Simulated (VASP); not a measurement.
# Sb (Fm-3m) in VASP: single point with LDA

Aim: the single point of Sb with LDA.

All numbers are computed with VASP 6.6.1; they aren't measurements. Logs are shortened: lines on timing, memory, paths and dates and some standing lists are left out, and cuts for length are marked.

### Step 1. Starting point

It takes space group Fm-3m (No. 225, cubic). Conventional cell: a = 4.742 Å, b = 4.742 Å, c = 4.742 Å, α = 90.00°, β = 90.00°, γ = 90.00°. Sb (site symmetry m-3m) is surrounded by 12 Sb at 3.35 Å.

This isn't the form of Sb at room conditions, which is rhombohedral.

### Step 2. Single point, LDA

INCAR reads:

```
SYSTEM = Sb
ALGO     = Normal         ! electronic algorithm
EDIFF    = 1E-6           ! SCF threshold, eV
ENCUT    = 520            ! plane-wave cutoff, eV
ISIF     = 2              ! what is computed and relaxed
ISMEAR   = 0              ! smearing method
LASPH    = .TRUE.         ! aspherical terms in the spheres
LCHARG   = .FALSE.        ! write CHGCAR
LREAL    = .FALSE.        ! projectors in reciprocal space
LWAVE    = .FALSE.        ! write WAVECAR
NBANDS   = 8              ! bands
NELM     = 100            ! most SCF steps
PREC     = Accurate       ! precision mode
SIGMA    = 0.1            ! smearing width, eV
```

KPOINTS reads:

```
k-points
0
G
  6 6 6
  0 0 0
```

POSCAR reads:

```
Sb
1.0
    0.0000000000      2.3712425216      2.3712425216
    2.3712425216      0.0000000000      2.3712425216
    2.3712425216      2.3712425216      0.0000000000
Sb
1
Direct
    0.0000000000      0.0000000000      0.0000000000
```

Potentials or basis: VASP PAW LDA potentials, release 64 (Sb).

Launch:

```sh
$ cat potpaw_LDA.64/Sb/POTCAR > POTCAR
$ mpirun -np 1 vasp_std > vasp.out
```

OUTCAR:

```text
SYSTEM = Sb
   EDIFF = 1E-6
   ENCUT = 520
   ISIF = 2
   ISMEAR = 0
   LASPH = .TRUE.
   LREAL = .FALSE.
   NELM = 100
   PREC = Accurate

 ion  position               nearest neighbor table
   1  0.000  0.000  0.000-

  LATTYP: Found a face centered cubic cell.
 ALAT       =     4.7424850432

  Lattice vectors:

 A1 = (   0.0000000000,   2.3712425216,   2.3712425216)
 A2 = (   2.3712425216,   0.0000000000,   2.3712425216)
 A3 = (   2.3712425216,   2.3712425216,   0.0000000000)

Analysis of symmetry for initial positions (statically):
=====================================================================
 Subroutine PRICEL returns:
 Original cell was already a primitive cell.

 Routine SETGRP: Setting up the symmetry group for a
 face centered cubic supercell.

 Subroutine GETGRP returns: Found 48 space group operations
 (whereof 48 operations were pure point group operations)
 out of a pool of 48 trial point group operations.

The static configuration has the point symmetry O_h .

Analysis of symmetry for dynamics (positions and initial velocities):
=====================================================================
 Subroutine PRICEL returns:
 Original cell was already a primitive cell.

 Routine SETGRP: Setting up the symmetry group for a
 face centered cubic supercell.

 Subroutine GETGRP returns: Found 48 space group operations
 (whereof 48 operations were pure point group operations)
 out of a pool of 48 trial point group operations.

The dynamic configuration has the point symmetry O_h .

 Subroutine INISYM returns: Found 48 space group operations
 (whereof 48 operations are pure point group operations),
 and found     1 'primitive' translations

----------------------------------------------------------------------------------------

                                     Primitive cell

  volume of cell :      26.6660

  direct lattice vectors                    reciprocal lattice vectors
     0.000000000  2.371242522  2.371242522    -0.210859916  0.210859916  0.210859916
     2.371242522  0.000000000  2.371242522     0.210859916 -0.210859916  0.210859916
     2.371242522  2.371242522  0.000000000     0.210859916  0.210859916 -0.210859916

  length of vectors
     3.353443334  3.353443334  3.353443334     0.365220089  0.365220089  0.365220089

  position of ions in fractional coordinates (direct lattice)
     0.000000000  0.000000000  0.000000000

  ion indices of the primitive-cell ions
   primitive index   ion index
                 1           1

----------------------------------------------------------------------------------------

 KPOINTS: k-points

Automatic generation of k-mesh.
 Grid dimensions read from file:
 generate k-points for:    6    6    6

 Generating k-lattice:

  Cartesian coordinates                     Fractional coordinates (reciprocal lattice)
    -0.035143319  0.035143319  0.035143319     0.166666667  0.000000000  0.000000000
     0.035143319 -0.035143319  0.035143319     0.000000000  0.166666667  0.000000000
     0.035143319  0.035143319 -0.035143319     0.000000000  0.000000000  0.166666667

  Length of vectors
     0.060870015  0.060870015  0.060870015

  Shift w.r.t. Gamma in fractional coordinates (k-lattice)
     0.000000000  0.000000000  0.000000000

 Subroutine IBZKPT returns following result:
 ===========================================

 Found     16 irreducible k-points:

 Following reciprocal coordinates:
            Coordinates               Weight
  0.000000  0.000000  0.000000      1.000000
  0.166667  0.000000  0.000000      8.000000
  0.333333  0.000000  0.000000      8.000000
  0.500000  0.000000  0.000000      4.000000
  0.166667  0.166667  0.000000      6.000000
  0.333333  0.166667  0.000000     24.000000
[... 8 lines left out ...]
 -0.333333  0.333333  0.166667     24.000000
 -0.333333  0.500000  0.166667     12.000000
   k-points           NKPTS =     16   k-points in BZ     NKDIM =     16   number of bands    NBANDS=      8
   number of dos      NEDOS =    301   number of ions     NIONS =      1
   total plane-waves  NPLWV =  21952
   dimension x,y,z NGX =    28 NGY =   28 NGZ =   28
   dimension x,y,z NGXF=    56 NGYF=   56 NGZF=   56
   ions per type =               1
   NGX,Y,Z   is equivalent  to a cutoff of  13.88, 13.88, 13.88 a.u.
   NGXF,Y,Z  is equivalent  to a cutoff of  27.76, 27.76, 27.76 a.u.
 SYSTEM =  Sb
   PREC   = accura    normal or accurate (medium, high low for compatibility)
   ISTART =      0    job   : 0-new  1-cont  2-samecut
   ICHARG =      2    charge: 1-file 2-atom 10-const
   ISPIN  =      1    spin polarized calculation?
   LNONCOLLINEAR =      F non collinear calculations
   LSORBIT =      F    spin-orbit coupling
   LASPH  =      T    aspherical Exc in radial PAW
   ENCUT  =  520.0 eV  38.22 Ry    6.18 a.u.   6.24  6.24  6.24*2*pi/ulx,y,z
   NELM   =    100;   NELMIN=  2; NELMDL= -5     # of ELM steps
   EDIFF  = 0.1E-05   stopping-criterion for ELM
   LREAL  =      F    real-space projection
   EDIFFG = 0.1E-04   stopping-criterion for IOM
   NSW    =      0    number of steps for IOM
   IBRION =     -1    ionic relax: 0-MD 1-quasi-New 2-CG
   NFREE  =      0    steps in history (QN), initial steepest desc. (CG)
   ISIF   =      2    stress and relaxation
   ISYM   =      2    0-nonsym 1-usesym 2-fastsym
   POTIM  = 0.5000    time-step for ionic-motion
   TEBEG  =    0.0;   TEEND  =   0.0 temperature during run
   PSTRESS=    0.0 pullay stress
   NELECT =       5.0000    total number of electrons
   NUPDOWN=      -1.0000    fix difference up-down
   EMIN   =  10.00;   EMAX   =-10.00  energy-range for DOS
   EFERMI =   0.00;   METHOD = LEGACY
   ISMEAR =     0;   SIGMA  =   0.10  broadening in eV -4-tet -1-fermi 0-gaus
   EFERMI_NEDOS =   21; number of points for ismear=-14 and -15
   IALGO  =     38    algorithm
   IMIX   =      4    mixing-type and parameters
     AMIX     =   0.40;   BMIX     =  1.00
     AMIX_MAG =   1.60;   BMIX_MAG =  1.00
  volume/ion in A,a.u.               =      26.67       179.95
  Fermi-wavevector in a.u.,A,eV,Ry     =   0.937013  1.770697 11.945820  0.877993
  Thomas-Fermi vector in A             =   2.064081
   LORBIT       =      0    0 simple, 1 ext, 2 COOP (PROOUT), +10 PAW based schemes
   GGA     = CA    functional components
   LHFCALC =     F    Hartree Fock is set to
   AEXX    =    0.0000 exact exchange contribution
   IVDW    =     0    specifies the selected vdW correction
   LEPSILON=     F    determine dielectric tensor
   LRPA    =     F    only Hartree local field effects (RPA)
 non-spin polarized calculation
 Gauss-broadening in eV      SIGMA  =   0.10
  energy-cutoff  :      520.00
  volume of cell :       26.67
 maximum number of plane-waves:       745
 NGX is ok and might be reduce to    28
   NGX = 13   NGY = 13   NGZ = 13

 number of electron       5.0000000 magnetization

 Free energy of the ion-electron system (eV)
  ---------------------------------------------------
  ext. energy  EPLUGINS =         0.00000000
  ---------------------------------------------------
  free energy    TOTEN  =        -4.56262865 eV

  energy without entropy =       -4.55199867  energy(sigma->0) =       -4.55731366

 E-fermi :   8.7488     XC(G=0): -10.4162

 val. band max:        8.4301630746   @ k =  -0.1667   0.1667   0.0000
 cond. band min:       8.7609598241   @ k =  -0.3333   0.3333   0.1667
 fundamental gap:      0.3307967494
 Fermi energy:         8.7488314944

 k-point     1 :       0.0000    0.0000    0.0000
  band No.  band energies     occupation
      1      -4.4841      2.00000
      2      13.8308      0.00000
      3      13.8308      0.00000
      4      13.8308      0.00000
      5      18.3273      0.00000
      6      18.3273      0.00000
      7      18.3273      0.00000
      8      18.8635      0.00000

 k-point     2 :       0.1667    0.0000    0.0000
  band No.  band energies     occupation
      1      -3.9333      2.00000
      2      10.1956      0.00000
      3      13.2457      0.00000
      4      13.2457      0.00000
      5      17.0628      0.00000
      6      19.0847      0.00000
      7      19.0847      0.00000
      8      20.7635      0.00000

 k-point     3 :       0.3333    0.0000    0.0000
  band No.  band energies     occupation
      1      -2.3441      2.00000
      2       5.4382      2.00000
      3      12.4484      0.00000
      4      12.4484      0.00000
      5      16.6495      0.00000
      6      18.1128      0.00000
      7      18.1128      0.00000
      8      19.2217      0.00000

 k-point     4 :       0.5000    0.0000    0.0000
  band No.  band energies     occupation
      1      -0.7116      2.00000
      2       2.6827      2.00000
      3      12.1404      0.00000
      4      12.1404      0.00000
      5      16.7039      0.00000
      6      17.5311      0.00000
      7      17.5311      0.00000
      8      18.2574      0.00000

 k-point     5 :       0.1667    0.1667    0.0000
  band No.  band energies     occupation
      1      -3.7486      2.00000
      2      11.4385      0.00000
      3      11.8426      0.00000
      4      11.8426      0.00000
      5      15.5653      0.00000
      6      17.4571      0.00000
      7      20.8207      0.00000
      8      20.8207      0.00000
[... 89 lines left out ...]
 k-point    14 :       0.5000    0.3333    0.1667
  band No.  band energies     occupation
      1      -0.9786      2.00000
      2       6.0101      2.00000
      3       7.4205      2.00000
      4       9.7525      0.00000
      5      16.4984      0.00000
      6      17.1056      0.00000
      7      19.3602      0.00000
      8      23.4118      0.00000

 k-point    15 :      -0.3333    0.3333    0.1667
  band No.  band energies     occupation
      1       0.4654      2.00000
      2       4.1635      2.00000
      3       6.8033      2.00000
      4       8.7610      0.86381
      5      16.6012      0.00000
      6      18.2464      0.00000
      7      20.8538      0.00000
      8      21.5104      0.00000

 k-point    16 :      -0.3333    0.5000    0.1667
  band No.  band energies     occupation
      1       1.0851      2.00000
      2       4.3827      2.00000
      3       6.6413      2.00000
      4       7.3790      2.00000
      5      15.9925      0.00000
      6      16.5166      0.00000
      7      21.8269      0.00000
      8      22.0816      0.00000

------------------------ aborting loop because EDIFF is reached ----------------------------------------

  FORCE on cell =-STRESS in cart. coord.  units (eV):
  Direction    XX          YY          ZZ          XY          YZ          ZX
  --------------------------------------------------------------------------------------
  -------------------------------------------------------------------------------------
  Total       -0.3708160     -0.3708160     -0.3708160     -0.0000000      0.0000000      0.0000000
  in kB      -22.2797917    -22.2797917    -22.2797917     -0.0000000      0.0000000      0.0000000
  external PRESSURE =     -22.2797917 kB  Pullay stress =       0.0000000 kB

 VOLUME and BASIS-vectors are now :
 -----------------------------------------------------------------------------
  energy-cutoff  :      520.00
  volume of cell :       26.67
      direct lattice vectors                 reciprocal lattice vectors
     0.000000000  2.371242522  2.371242522    -0.210859916  0.210859916  0.210859916
     2.371242522  0.000000000  2.371242522     0.210859916 -0.210859916  0.210859916
     2.371242522  2.371242522  0.000000000     0.210859916  0.210859916 -0.210859916

 POSITION                                       TOTAL-FORCE (eV/Angst)
 -----------------------------------------------------------------------------------
      0.00000      0.00000      0.00000         0.000000      0.000000      0.000000
 -----------------------------------------------------------------------------------
    total drift:                                0.000000      0.000000      0.000000

  FREE ENERGIE OF THE ION-ELECTRON SYSTEM (eV)
  ---------------------------------------------------
  free  energy   TOTEN  =        -4.5626286465 eV

  energy  without entropy=       -4.5519986706  energy(sigma->0) =       -4.55731366
```

Wall time 3.5 s (1 thread of Intel Xeon 6975P-C (Granite Rapids), shared host); peak memory 0.13 GiB.

Results:

```
Free energy            : -4.5626 eV
Pressure               : -2.2 GPa
Band gap on the k mesh : none (metal or under the smearing width)
```

Caveat: the k mesh is coarse (spacing up to 0.38 Å⁻¹), so the values aren't converged. Spin-orbit coupling is left out, which matters for the levels of Sb.
